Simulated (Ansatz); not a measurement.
## Two inputs for SiC

This input was run with Ansatz:

```yaml
crystal:
  lattice:
    - [1.5389, -2.6675, 0.0]
    - [1.5389, 2.6675, 0.0]
    - [0.0, 0.0, 15.1219]
  atoms:
    - { symbol: Si, position: [0.1673, 0.8327, 0.858] }
    - { symbol: Si, position: [0.8327, 0.1673, 0.358] }
    - { symbol: Si, position: [0.5007, 0.4993, 0.5241] }
    - { symbol: Si, position: [0.4993, 0.5007, 0.0241] }
    - { symbol: Si, position: [0.8357, 0.1643, 0.69124] }
    - { symbol: Si, position: [0.1643, 0.8357, 0.19124] }
    - { symbol: C, position: [0.496, 0.504, 0.6503] }
    - { symbol: C, position: [0.504, 0.496, 0.1503] }
    - { symbol: C, position: [0.16, 0.84, 0.9817] }
    - { symbol: C, position: [0.84, 0.16, 0.4817] }
    - { symbol: C, position: [0.829, 0.171, 0.8168] }
    - { symbol: C, position: [0.171, 0.829, 0.3168] }
kpoints:
  mp_grid: { grid: [11, 11, 2] }
scf:
  occupations: { method: fermi_dirac, width: 0.02 }
  eigensolver: { kind: davidson }
hamiltonian:
  xc: pbe
  pseudopotentials: { kind: paw }
output:
  forces: true
  stress: true
  populations: true
  efg: { contact_densities: true }
```

It converged. Of its output the block on the nuclei alone is shown, without the SCF iterations, energies, forces and stress (one atom of each set):

```
--- PAW observables at the nuclei: V_zz in 10²¹ V/m², potentials from the cell's mean, atoms counted from 1 ---
  atom   1  Si V_zz =    +0.776664   η = 0.4745   by run symmetry: allowed
            electrostatic potential = -1362.245648 V   contact ρ = 12806.904462 e/Å³
  atom   3  Si V_zz =    +0.730077   η = 0.8722   by run symmetry: allowed
            electrostatic potential = -1362.048353 V   contact ρ = 12807.066068 e/Å³
  atom   5  Si V_zz =    +0.993998   η = 0.9169   by run symmetry: allowed
            electrostatic potential = -1362.166572 V   contact ρ = 12807.030340 e/Å³
  atom   7  C  V_zz =    +0.292170   η = 0.2149   by run symmetry: allowed
            electrostatic potential = -418.655728 V   contact ρ = 866.923011 e/Å³
  atom   9  C  V_zz =    +0.114274   η = 0.2812   by run symmetry: allowed
            electrostatic potential = -418.610399 V   contact ρ = 866.924385 e/Å³
  atom  11  C  V_zz =    +0.074703   η = 0.5607   by run symmetry: allowed
            electrostatic potential = -418.707512 V   contact ρ = 866.899446 e/Å³
```

Problem. Can these gradients be trusted, and how do they compare with a run on standard settings?

Solution. They agree with the standard run. Against the standard input the change is `scf.eigensolver.kind`: not typed → davidson; `kpoints.mp_grid.grid`: [16, 16, 3] → [11, 11, 2]. A site carries the number of its first atom; V_zz in 10²¹ V/m².

```
site  V_zz standard  η standard  V_zz here  η here
 Si1           0.78        0.47       0.78    0.47
 Si3           0.73        0.87       0.73    0.87
 Si5           0.99        0.92       0.99    0.92
  C7           0.29        0.22       0.29    0.21
  C9           0.11        0.28       0.11    0.28
 C11          0.075        0.56      0.075    0.56
```

No V_zz moves by more than 0.01. SCF iterations: 6 and 6. In the changed run the k-mesh is coarser than the standard one, yet the gradients stay close to the reference.

On the reference run: At this cell the principal stresses reach 6 GPa in size with PBE, which can matter for small gradients. The largest force is 0.7 eV/Å, so the atoms aren't at the calculated equilibrium and relaxing them would move these values.
